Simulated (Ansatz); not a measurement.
A (110) slab of Ni (Fm-3m (No. 225)), 9 planes, outer planes Ni (top) and Ni (bottom), with 9 atoms (Ni9) in a surface cell of A = 8.481 Å², as cut from the bulk:

```xyz
9
Lattice="2.4488 0.0000 0.0000 0.0000 3.4632 0.0000 0.0000 0.0000 24.7953" Properties=species:S:1:pos:R:3 pbc="T T T"
Ni    1.2244    1.7316    7.5000
Ni    0.0000    0.0000    8.7244
Ni    1.2244    1.7316    9.9488
Ni    0.0000    0.0000   11.1732
Ni    1.2244    1.7316   12.3976
Ni    0.0000    0.0000   13.6220
Ni    1.2244    1.7316   14.8465
Ni    0.0000    0.0000   16.0709
Ni    1.2244    1.7316   17.2953
```

Theory: DFT PBEsol, scalar-relativistic, plane waves, PAW in Ansatz 0.2.0. Settings: cutoff 420 eV, Γ-centred mesh 14×10×1 on the computed 9-atom cell, Gaussian smearing of 0.10 eV; collinear spin from starting moments 0.73 0.73 0.73 0.73 0.73 0.73 0.73 0.73 0.73 μB.

Against the same 9 atoms in the bulk, the slab as cut lies 3.004 eV higher and the relaxed slab 2.921 eV higher.

Q: Work out the surface energy before and after relaxation.

A: The slab has two faces, so γ = (E_slab − N·E_bulk)/(2A), the mean of both. As cut: 3.004/(2 × 8.481) = 0.1771 eV/Å², and 1 eV/Å² = 16.02 J/m², so γ = 2.84 J/m². Relaxed: 2.921/(2 × 8.481) = 0.1722 eV/Å² = 2.76 J/m². Relaxation recovers 3 % of the cost of cutting.

Q: A cut through this plane breaks about 6 nearest-neighbour bonds a surface cell. What does each broken bond cost, before relaxation?

A: One cut makes two faces and costs 2γA = 3.004 eV, shared by 6 bonds: 0.50 eV a bond. In a metal this is less than the cohesive energy a bond, since the bonds that remain at the surface strengthen.

Q: What is the ideal work of this cut, per area?

A: Griffith's ideal work is 2γ: 5.67 J/m² if the new faces stay rigid, 5.52 J/m² if they relax. One thickness was run, 9 planes, so γ can still shift with it.

The energy of this Ni(110) surface is set almost entirely by the loss of neighbours, since relaxation lowers it only from 2.84 to 2.76 J/m². The face is open: the cut takes neighbours not only from the outermost atoms but also from those in the plane below. Cohesion in nickel comes largely from a partly filled d band hybridised with sp states, and band energy grows less than linearly with coordination. The remaining bonds therefore compensate for part of the loss, which is why 0.50 eV a broken bond is an effective cost and not a transferable pair energy. On open fcc faces the outer plane usually moves inward as charge smooths out and the back bonds strengthen; the small energy gain suggests that such a shift changes the bonding only modestly here. The ideal work of 5.52 J/m² is the thermodynamic cost of separation, not the fracture energy of real nickel, a ductile metal in which dislocation motion dissipates far more.
